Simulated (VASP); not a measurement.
# Cu3N: relaxation of cell and atoms with AM05

Cu3N:

```
CELL_PARAMETERS angstrom
3.77280 0.00000 0.00000
0.00000 3.77280 0.00000
0.00000 0.00000 3.77280
ATOMIC_POSITIONS crystal
Cu 0.50000 0.00000 0.00000
Cu 0.00000 0.50000 0.00000
Cu 0.00000 0.00000 0.50000
N 0.00000 0.00000 0.00000
```

```yaml
Program: VASP 6.6.1
Task: relaxation of cell and atoms
Functional: AM05
Potentials_or_basis: VASP PAW PBE potentials, release 64 (Cu, N)
Cutoff: 600 eV
k_mesh: 10 × 10 × 10
Occupations: methfessel-paxton, width 0.1 eV
Spin: no spin polarisation
Further_INCAR_settings: ALGO = Normal; EDIFF = 1e-07; IBRION = 2; EDIFFG = -0.005; NSW = 90; ISIF = 3
```

```yaml
Relaxed_volume: 13.42 Å³/atom
Relaxed_cell: a = 3.772 Å, b = 3.772 Å, c = 3.772 Å, α = 90.00°, β = 90.00°, γ = 90.00°
Space_group_after_relaxing_to_0.05_Å: Pm-3m (No. 221)
Energy_gained_by_relaxing: 0.0 meV/atom
Ionic_steps: 3
Pressure_after_relaxing: 0.0 GPa
Band_gap_on_the_k_mesh: 0.08 eV, indirect (least direct gap 0.62 eV)
```

Final structure:
```
Cu N
1.0
     3.77202    0.00000    0.00000
     0.00000    3.77202    0.00000
     0.00000    0.00000    3.77202
Cu N
3 1
Direct
  0.50000 0.00000 0.00000
  0.00000 0.50000 0.00000
  0.00000 0.00000 0.50000
  0.00000 0.00000 0.00000
```

Levels at points of the mesh, in eV from the valence-band top:
| k point | band 15 | band 16 | band 17 | band 18 | band 19 | band 20 | band 21 | band 22 | band 23 |
| --- | --- | --- | --- | --- | --- | --- | --- | --- | --- |
| (0.00, 0.00, 0.00) | -2.47 | -1.91 | -1.91 | -1.91 | -1.88 | 1.09 | 5.40 | 5.40 | 6.64 |
| (0.50, 0.00, 0.00) | -2.46 | -2.29 | -1.91 | -1.48 | -1.48 | 1.66 | 3.35 | 6.97 | 7.25 |
| (0.50, 0.50, 0.00) | -2.53 | -2.25 | -1.12 | -1.12 | -0.73 | 0.08 | 3.70 | 4.90 | 4.90 |
| (0.50, 0.50, 0.50) | -1.96 | -1.96 | 0.00 | 0.00 | 0.00 | 0.68 | 0.68 | 0.68 | 6.13 |

Run time: 2.1 min on 1 thread of Intel(R) Xeon(R) Platinum 8488C (Sapphire Rapids) (shared host), peak memory 0.21 GiB.

Caveat: the PAW data sets were made with another functional, which shifts forces and pressure a little. A k mesh can miss the band edges.
